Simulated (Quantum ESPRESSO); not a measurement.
# In2O3 (R-3c) in Quantum ESPRESSO: settings compared

Aim: see how the results for In2O3 move with the level of theory and the settings. Levels: LDA, r2SCAN. Tasks: band structure.

Program: Quantum ESPRESSO 7.5. These are calculated values, not measurements. Logs are shortened: lines on timing, memory, paths and dates and some standing lists are left out, and cuts for length are marked.

**The experiment to reproduce.**

From “Fabrication and performance enhancement of an In2O3/BiVO4 heterojunction for N-butanol gas sensing applications”, 2024, pmc:11650617, for a powder of In2O3: band gap 3.08 eV (optical).

How close the calculation comes is told below.

## (1) Starting point

It takes space group R-3c (No. 167, trigonal). Conventional cell: a = 5.487 Å, b = 5.487 Å, c = 14.510 Å, α = 90.00°, β = 90.00°, γ = 120.00°. In (site symmetry 3) is surrounded by 6 O at 2.12 to 2.26 Å. O (site symmetry 2) has 4 In at 2.12 to 2.26 Å as nearest neighbours.

## (2) Band structure, LDA

Contents of pw.in:

```
&CONTROL
  calculation = 'scf'
  prefix = 'pwscf'
  outdir = './tmp'
  pseudo_dir = './pseudo'
  tprnfor = .true.
  tstress = .true.
  disk_io = 'low'
/
&SYSTEM
  ibrav = 0
  celldm(1) = 8
  nat = 10
  ntyp = 2
  ecutwfc = 56
  ecutrho = 448
  nbnd = 57
  occupations = 'smearing'
  smearing = 'fd'
  degauss = 0.00367493
/
&ELECTRONS
  conv_thr = 2d-09
  electron_maxstep = 120
  mixing_beta = 0.5
/
ATOMIC_SPECIES
In   114.8180 in_lda_v1.4.uspp.F.UPF
O     15.9990 o_lda_v1.2.uspp.F.UPF
CELL_PARAMETERS alat
  0.6480579528639   0.3741564335313   1.1424969195212
 -0.6480579528639   0.3741564335313   1.1424969195212
  0.0000000000000  -0.7483128670626   1.1424969195212
ATOMIC_POSITIONS crystal
In     0.8573100000    0.8573100000    0.8573100000
In     0.6426900000    0.6426900000    0.6426900000
In     0.1426900000    0.1426900000    0.1426900000
In     0.3573100000    0.3573100000    0.3573100000
O      0.0480000000    0.7500000000    0.4520000000
O      0.7500000000    0.4520000000    0.0480000000
O      0.4520000000    0.0480000000    0.7500000000
O      0.9520000000    0.2500000000    0.5480000000
O      0.2500000000    0.5480000000    0.9520000000
O      0.5480000000    0.9520000000    0.2500000000
K_POINTS automatic
6 6 6 0 0 0
```

Contents of bands.in:

```
&CONTROL
  calculation = 'bands'
  prefix = 'pwscf'
  outdir = './tmp'
  pseudo_dir = './pseudo'
  disk_io = 'low'
  verbosity = 'high'
/
&SYSTEM
  ibrav = 0
  celldm(1) = 8
  nat = 10
  ntyp = 2
  ecutwfc = 56
  ecutrho = 448
  nbnd = 57
  occupations = 'smearing'
  smearing = 'fd'
  degauss = 0.00367493
/
&ELECTRONS
  conv_thr = 1d-08
  electron_maxstep = 120
  mixing_beta = 0.5
  diago_full_acc = .true.
  startingwfc = 'random'
/
ATOMIC_SPECIES
In   114.8180 in_lda_v1.4.uspp.F.UPF
O     15.9990 o_lda_v1.2.uspp.F.UPF
CELL_PARAMETERS alat
  0.6480579528639   0.3741564335313   1.1424969195212
 -0.6480579528639   0.3741564335313   1.1424969195212
  0.0000000000000  -0.7483128670626   1.1424969195212
ATOMIC_POSITIONS crystal
In     0.8573100000    0.8573100000    0.8573100000
In     0.6426900000    0.6426900000    0.6426900000
In     0.1426900000    0.1426900000    0.1426900000
In     0.3573100000    0.3573100000    0.3573100000
O      0.0480000000    0.7500000000    0.4520000000
O      0.7500000000    0.4520000000    0.0480000000
O      0.4520000000    0.0480000000    0.7500000000
O      0.9520000000    0.2500000000    0.5480000000
O      0.2500000000    0.5480000000    0.9520000000
O      0.5480000000    0.9520000000    0.2500000000
K_POINTS crystal
60
 0.0000000000  0.0000000000  0.0000000000 1
 0.0625000000  0.0000000000  0.0000000000 1
 0.1250000000  0.0000000000  0.0000000000 1
 0.1875000000  0.0000000000  0.0000000000 1
 0.2500000000  0.0000000000  0.0000000000 1
 0.3125000000  0.0000000000  0.0000000000 1
 0.3750000000  0.0000000000  0.0000000000 1
 0.4375000000  0.0000000000  0.0000000000 1
 0.5000000000  0.0000000000  0.0000000000 1
 0.5000000000  0.0396944186 -0.0396944186 1
 0.5000000000  0.0793888372 -0.0793888372 1
 0.5000000000  0.1190832558 -0.1190832558 1
 0.5000000000  0.1587776744 -0.1587776744 1
 0.5000000000  0.1984720930 -0.1984720930 1
 0.5000000000  0.2381665116 -0.2381665116 1
 0.7618334884  0.5000000000  0.2381665116 1
 0.7181945737  0.5000000000  0.2818054263 1
 0.6745556589  0.5000000000  0.3254443411 1
 0.6309167442  0.5000000000  0.3690832558 1
 0.5872778295  0.5000000000  0.4127221705 1
 0.5436389147  0.5000000000  0.4563610853 1
 0.5000000000  0.5000000000  0.5000000000 1
 0.4285714286  0.4285714286  0.4285714286 1
 0.3571428571  0.3571428571  0.3571428571 1
 0.2857142857  0.2857142857  0.2857142857 1
 0.2142857143  0.2142857143  0.2142857143 1
 0.1428571429  0.1428571429  0.1428571429 1
 0.0714285714  0.0714285714  0.0714285714 1
 0.0000000000  0.0000000000  0.0000000000 1
 0.0369083256  0.0000000000 -0.0369083256 1
 0.0738166512  0.0000000000 -0.0738166512 1
 0.1107249767  0.0000000000 -0.1107249767 1
 0.1476333023  0.0000000000 -0.1476333023 1
 0.1845416279  0.0000000000 -0.1845416279 1
 0.2214499535  0.0000000000 -0.2214499535 1
 0.2583582791  0.0000000000 -0.2583582791 1
 0.2952666046  0.0000000000 -0.2952666046 1
 0.3321749302  0.0000000000 -0.3321749302 1
 0.3690832558  0.0000000000 -0.3690832558 1
 0.6309167442  0.3690832558  0.0000000000 1
 0.5872778295  0.4127221705  0.0000000000 1
 0.5436389147  0.4563610853  0.0000000000 1
 0.5000000000  0.5000000000  0.0000000000 1
 0.5436389147  0.5436389147  0.0793888372 1
 0.5872778295  0.5872778295  0.1587776744 1
 0.6309167442  0.6309167442  0.2381665116 1
 0.6122143522  0.6122143522  0.2755712956 1
 0.5935119601  0.5935119601  0.3129760797 1
 0.5748095681  0.5748095681  0.3503808638 1
 0.5561071761  0.5561071761  0.3877856478 1
 0.5374047841  0.5374047841  0.4251904319 1
 0.5187023920  0.5187023920  0.4625952159 1
 0.5000000000  0.5000000000  0.5000000000 1
 0.5000000000  0.0000000000  0.0000000000 1
 0.5436389147  0.0615138760  0.0615138760 1
 0.5872778295  0.1230277519  0.1230277519 1
 0.6309167442  0.1845416279  0.1845416279 1
 0.6745556589  0.2460555039  0.2460555039 1
 0.7181945737  0.3075693798  0.3075693798 1
 0.7618334884  0.3690832558  0.3690832558 1
```

Potentials or basis: GBRV 1.5 LDA.

Launch:

```console
> OMP_NUM_THREADS=1 mpirun -n 2 pw.x -nk 2 -in pw.in > pw.out
> OMP_NUM_THREADS=1 mpirun -n 2 pw.x -nk 2 -in bands.in > bands.out
```

pw.out:

```text
This program is part of the open-source Quantum ESPRESSO suite
     for quantum simulation of materials; please cite
[... 13 lines left out ...]
     --------------------
     sticks:   dense  smooth     PW     G-vecs:    dense   smooth      PW
     Sum        3547    1773    521               136213    48205    7619

     Using Slab Decomposition

     bravais-lattice index     =            0
     lattice parameter (alat)  =       8.0000  a.u.
     unit-cell volume          =     851.0269 (a.u.)^3
     number of atoms/cell      =           10
     number of atomic types    =            2
     number of electrons       =        88.00
     number of Kohn-Sham states=           57
     kinetic-energy cutoff     =      56.0000  Ry
     charge density cutoff     =     448.0000  Ry
     scf convergence threshold =      2.0E-09
     mixing beta               =       0.5000
     number of iterations used =            8  plain     mixing
     Exchange-correlation= SLA  PZ   NOGX NOGC
                           (   1   1   0   0   0   0   0)

     celldm(1)=   8.000000  celldm(2)=   0.000000  celldm(3)=   0.000000
     celldm(4)=   0.000000  celldm(5)=   0.000000  celldm(6)=   0.000000

     crystal axes: (cart. coord. in units of alat)
               a(1) = (   0.648058   0.374156   1.142497 )
               a(2) = (  -0.648058   0.374156   1.142497 )
               a(3) = (   0.000000  -0.748313   1.142497 )

     reciprocal axes: (cart. coord. in units 2 pi/alat)
               b(1) = (  0.771536  0.445446  0.291759 )
               b(2) = ( -0.771536  0.445446  0.291759 )
               b(3) = ( -0.000000 -0.890893  0.291759 )

     PseudoPot. # 1 for In read from file:
     in_lda_v1.4.uspp.F.UPF
     Pseudo is Ultrasoft + core correction, Zval = 13.0
     Generated by new atomic code, or converted to UPF format
     Using radial grid of  889 points,  6 beta functions with:
                l(1) =   0
                l(2) =   0
                l(3) =   1
                l(4) =   1
                l(5) =   2
                l(6) =   2
     Q(r) pseudized with  6 coefficients,  rinner =    1.400   1.400   1.400
                                                       1.400   1.400

     PseudoPot. # 2 for O  read from file:
     o_lda_v1.2.uspp.F.UPF
     Pseudo is Ultrasoft + core correction, Zval =  6.0
     Generated by new atomic code, or converted to UPF format
     Using radial grid of  737 points,  5 beta functions with:
                l(1) =   0
                l(2) =   0
                l(3) =   1
                l(4) =   1
                l(5) =   2
     Q(r) pseudized with  8 coefficients,  rinner =    0.900   0.900   0.900
                                                       0.900   0.900

     atomic species   valence    mass     pseudopotential
     In               13.00   114.81800     In( 1.00)
     O                 6.00    15.99900     O ( 1.00)

     12 Sym. Ops., with inversion, found ( 6 have fractional translation)

   Cartesian axes

     site n.     atom                  positions (alat units)
         1        In     tau(   1) = (  -0.0000000   0.0000000   2.9384221  )
         2        In     tau(   2) = (   0.0000000   0.0000000   2.2028140  )
         3        In     tau(   3) = (   0.0000000  -0.0000000   0.4890687  )
         4        In     tau(   4) = (  -0.0000000  -0.0000000   1.2246767  )
         5        O      tau(   5) = (  -0.4549367  -0.0396606   1.4281211  )
         6        O      tau(   6) = (   0.1931213   0.4138170   1.4281211  )
         7        O      tau(   7) = (   0.2618154  -0.3741564   1.4281211  )
         8        O      tau(   8) = (   0.4549367   0.0396606   1.9993696  )
         9        O      tau(   9) = (  -0.1931213  -0.4138170   1.9993696  )
        10        O      tau(  10) = (  -0.2618154   0.3741564   1.9993696  )

     number of k points=    32  Fermi-Dirac smearing, width (Ry)=  0.0037
                       cart. coord. in units 2pi/alat
        k(    1) = (   0.0000000   0.0000000   0.0000000), wk =   0.0092593
        k(    2) = (  -0.0000000  -0.1484822   0.0486264), wk =   0.0555556
        k(    3) = (  -0.0000000  -0.2969643   0.0972529), wk =   0.0555556
        k(    4) = (   0.0000000   0.4454465  -0.1458793), wk =   0.0277778
        k(    5) = (  -0.1285893  -0.0742411   0.0972529), wk =   0.0555556
        k(    6) = (  -0.1285893  -0.2227232   0.1458793), wk =   0.1111111
[... 24 lines left out ...]
        k(   31) = (   0.6429466   0.2227232  -0.1458793), wk =   0.0555556
        k(   32) = (   0.0000000   0.0000000  -0.4376379), wk =   0.0092593

     Dense  grid:   136213 G-vectors     FFT dimensions: (  80,  80,  80)

     Smooth grid:    48205 G-vectors     FFT dimensions: (  54,  54,  54)

     Initial potential from superposition of free atoms

     starting charge      82.0000, renormalised to      88.0000
     Starting wfcs are   60 randomized atomic wfcs

     Self-consistent Calculation

     iteration #  1     ecut=    56.00 Ry     beta= 0.50
     Davidson diagonalization with overlap
     ethr =  1.00E-02,  avg # of iterations =  3.5

     total energy              =    -725.03758533 Ry
     estimated scf accuracy    <       4.96843247 Ry

     iteration #  2     ecut=    56.00 Ry     beta= 0.50
     Davidson diagonalization with overlap
     ethr =  5.65E-03,  avg # of iterations =  2.0
[... 50 lines left out ...]
     total energy              =    -726.52078131 Ry
     estimated scf accuracy    <       0.00000001 Ry

     iteration # 10     ecut=    56.00 Ry     beta= 0.50
     Davidson diagonalization with overlap
     ethr =  1.33E-11,  avg # of iterations =  2.0

     End of self-consistent calculation

          k = 0.0000 0.0000 0.0000 (  5985 PWs)   bands (ev):

    -8.8026  -7.8625  -7.8625  -7.6261  -7.6261  -7.5253  -3.6421  -3.6421
    -3.4795  -3.4795  -3.4638  -3.3405  -3.3130  -3.3130  -3.2611  -3.2611
    -3.2031  -3.2031  -3.0792  -3.0792  -3.0773  -3.0665  -2.7540  -2.7540
    -1.9893  -1.9893   2.8021   3.1803   4.4657   4.4657   5.2176   5.4585
     5.9191   5.9191   6.0204   7.7853   7.7853   8.0854   8.2260   8.2260
     8.3206   8.3206   8.5753   8.5753   9.7904  13.9909  14.6641  15.7474
    17.6091  17.6429  17.6429  17.8921  18.3358  18.3358  18.8768  19.1951
    19.1951

          k =-0.0000-0.1485 0.0486 (  6004 PWs)   bands (ev):
[... 243 lines left out ...]
    -8.2474  -8.0953  -7.8805  -7.8021  -7.6835  -7.5761  -3.5915  -3.5566
    -3.5013  -3.4785  -3.4461  -3.4334  -3.4218  -3.3995  -3.2552  -3.2100
    -3.1857  -3.1687  -3.1191  -3.0552  -3.0491  -2.9986  -2.9371  -2.9139
    -2.2906  -2.0064   3.6242   4.0122   4.3796   4.5275   5.3387   5.5494
     5.9428   6.1051   6.5762   6.8749   7.0989   7.4403   7.6482   7.9065
     8.1412   8.2796   8.4209   8.5035  13.8626  14.1177  14.4558  14.6787
    15.9315  16.2606  17.2276  17.9866  18.8705  18.9999  19.6138  19.6421
    20.3992

          k = 0.5144-0.0000-0.1459 (  6010 PWs)   bands (ev):

    -8.1722  -8.1722  -7.8359  -7.8359  -7.6433  -7.6433  -3.5818  -3.5818
    -3.4720  -3.4720  -3.4407  -3.4407  -3.3904  -3.3904  -3.2483  -3.2483
    -3.2104  -3.2104  -3.0527  -3.0527  -3.0315  -3.0315  -2.8001  -2.8001
    -2.2693  -2.2693   3.8012   3.8012   4.2008   4.2008   5.6622   5.6622
     5.9098   5.9098   6.8663   6.8663   7.3137   7.3137   7.7800   7.7800
     8.3303   8.3303   8.4674   8.4674  13.7689  13.7689  14.3916  14.3916
    16.2167  16.2167  17.7925  17.7925  18.8338  18.8338  19.2097  19.2097
    20.8601

          k = 0.3858 0.2227-0.1459 (  6035 PWs)   bands (ev):
[... 12 lines left out ...]
    -8.5146  -7.8794  -7.8059  -7.8059  -7.6879  -7.6879  -3.5848  -3.5848
    -3.5028  -3.4986  -3.4565  -3.4565  -3.3573  -3.3573  -3.3002  -3.3002
    -3.1441  -3.1441  -3.0741  -3.0741  -3.0190  -2.9554  -2.6335  -2.6335
    -2.2520  -2.2520   3.0684   3.9611   4.0390   5.0134   5.0134   5.8874
     6.1951   6.1951   6.3004   6.6391   7.0293   7.0293   8.0181   8.0181
     8.3280   8.3280   8.5131   8.5131  11.8013  13.6588  15.0839  15.8414
    16.7393  17.1659  18.0238  18.0238  18.2757  18.2757  19.5783  19.5784
    19.7324

          k = 0.0000 0.7424 0.0486 (  6038 PWs)   bands (ev):

    -8.3783  -8.0137  -7.8376  -7.7569  -7.7092  -7.6745  -3.5857  -3.5197
    -3.5176  -3.4953  -3.4791  -3.4333  -3.3516  -3.3457  -3.3402  -3.2884
    -3.1518  -3.1361  -3.1161  -3.0602  -3.0081  -2.9345  -2.8430  -2.6585
    -2.3502  -2.0896   3.3357   3.7237   4.1834   5.1566   5.2705   5.5010
     6.0689   6.1229   6.5004   6.7916   7.0860   7.4743   7.5145   8.0111
     8.0737   8.2347   8.4427   8.4447  12.5483  13.7565  15.1769  15.5217
    16.2032  16.9407  17.5040  17.8578  18.7551  19.1398  19.3761  19.8224
    20.1369

          k =-0.0000 0.5939 0.0973 (  6028 PWs)   bands (ev):
[... 34 lines left out ...]
    -8.2079  -8.2079  -7.7478  -7.7478  -7.7478  -7.7478  -3.5240  -3.5240
    -3.5179  -3.5179  -3.5179  -3.5179  -3.3324  -3.3324  -3.3324  -3.3324
    -3.0971  -3.0971  -3.0971  -3.0971  -2.9689  -2.9689  -2.4670  -2.4670
    -2.4670  -2.4670   3.4433   3.4433   4.9220   4.9220   5.6228   5.6228
     5.6228   5.6228   6.5204   6.5204   7.4791   7.4791   7.4791   7.4791
     8.4124   8.4124   8.4124   8.4124  12.9144  12.9144  15.5961  15.5961
    16.6628  16.6628  18.2027  18.2027  18.2027  18.2027  20.1711  20.3136
    20.3157

     the Fermi energy is     9.3001 ev

!    total energy              =    -726.52078131 Ry
     estimated scf accuracy    <          5.1E-11 Ry
     smearing contrib. (-TS)   =      -0.00000005 Ry
     internal energy E=F+TS    =    -726.52078126 Ry

     The total energy is F=E-TS. E is the sum of the following terms:
     one-electron contribution =    -173.74342416 Ry
     hartree contribution      =     162.49239788 Ry
     xc contribution           =    -192.61285657 Ry
     ewald contribution        =    -522.65689842 Ry

     convergence has been achieved in  10 iterations

     Forces acting on atoms (cartesian axes, Ry/au):

     atom    1 type  1   force =     0.00000000    0.00000000   -0.00348917
     atom    2 type  1   force =    -0.00000000   -0.00000000    0.00348917
     atom    3 type  1   force =     0.00000000   -0.00000000    0.00348917
     atom    4 type  1   force =     0.00000000    0.00000000   -0.00348917
     atom    5 type  2   force =    -0.00295406   -0.00511658   -0.00000000
     atom    6 type  2   force =    -0.00295406    0.00511658   -0.00000000
     atom    7 type  2   force =     0.00590811   -0.00000000   -0.00000000
     atom    8 type  2   force =     0.00295406    0.00511658   -0.00000000
     atom    9 type  2   force =     0.00295406   -0.00511658   -0.00000000
     atom   10 type  2   force =    -0.00590811    0.00000000    0.00000000

     Total force =     0.016066     Total SCF correction =     0.000017

     Computing stress (Cartesian axis) and pressure

          total   stress  (Ry/bohr**3)                   (kbar)     P=      -42.05
  -0.00028126  -0.00000000  -0.00000000          -41.38       -0.00       -0.00
  -0.00000000  -0.00028126  -0.00000000           -0.00      -41.38       -0.00
  -0.00000000  -0.00000000  -0.00029497           -0.00       -0.00      -43.39

=------------------------------------------------------------------------------=
   JOB DONE.
=------------------------------------------------------------------------------=
```

Wall time 4.9 min (2 MPI ranks of Intel Xeon 6975P-C (Granite Rapids), shared host); peak memory 0.82 GiB.

Results:

| Property | Result |
| --- | --- |
| Free energy | -9884.8188 eV |
| Pressure | -4.2 GPa |
| Largest force | 0.152 eV/Å |
| Band gap on the k mesh | 1.18 eV, indirect (least direct gap 1.22 eV) |
| Band gap along the path | 1.18 eV, indirect (least direct gap 1.22 eV) |

Forces on the atoms (eV/Å):
```
In   0.000  0.000 -0.090
In   0.000  0.000  0.090
In   0.000  0.000  0.090
In   0.000  0.000 -0.090
O   -0.076 -0.132  0.000
O   -0.076  0.132  0.000
O    0.152  0.000  0.000
O    0.076  0.132  0.000
O    0.076 -0.132  0.000
O   -0.152  0.000  0.000
```

Levels at the corners of the path, in eV from the valence-band top:
| point | band 41 | band 42 | band 43 | band 44 | band 45 | band 46 | band 47 | band 48 |
| --- | --- | --- | --- | --- | --- | --- | --- | --- |
| Γ | -0.29 | -0.29 | -0.03 | -0.03 | 1.18 | 5.38 | 6.06 | 7.14 |
| L | -0.78 | -0.78 | -0.07 | -0.07 | 4.85 | 4.85 | 5.71 | 5.71 |
| B1 | -0.35 | -0.35 | -0.16 | -0.16 | 5.45 | 5.45 | 5.78 | 5.78 |
| B | -0.35 | -0.35 | -0.16 | -0.16 | 5.45 | 5.45 | 5.78 | 5.78 |
| Z | -0.20 | -0.20 | -0.20 | -0.20 | 4.31 | 4.31 | 6.99 | 6.99 |
| Γ | -0.29 | -0.29 | -0.03 | -0.03 | 1.18 | 5.38 | 6.06 | 7.14 |
| X | -0.46 | -0.27 | -0.21 | -0.07 | 5.17 | 5.39 | 5.61 | 6.06 |
| Q | -0.46 | -0.27 | -0.21 | -0.07 | 5.17 | 5.39 | 5.61 | 6.06 |
| F | -0.56 | -0.35 | -0.09 | -0.04 | 5.09 | 5.39 | 6.32 | 6.41 |
| P1 | -0.40 | -0.38 | -0.32 | -0.10 | 5.34 | 5.51 | 5.62 | 6.45 |
| Z | -0.20 | -0.20 | -0.20 | -0.20 | 4.31 | 4.31 | 6.99 | 6.99 |
| L | -0.78 | -0.78 | -0.07 | -0.07 | 4.85 | 4.85 | 5.71 | 5.71 |
| P | -0.40 | -0.38 | -0.32 | -0.10 | 5.34 | 5.51 | 5.62 | 6.45 |

Caveat: spin-orbit coupling is left out, which moves the levels of the heavy elements.

(Continued in part 2 of 2.)
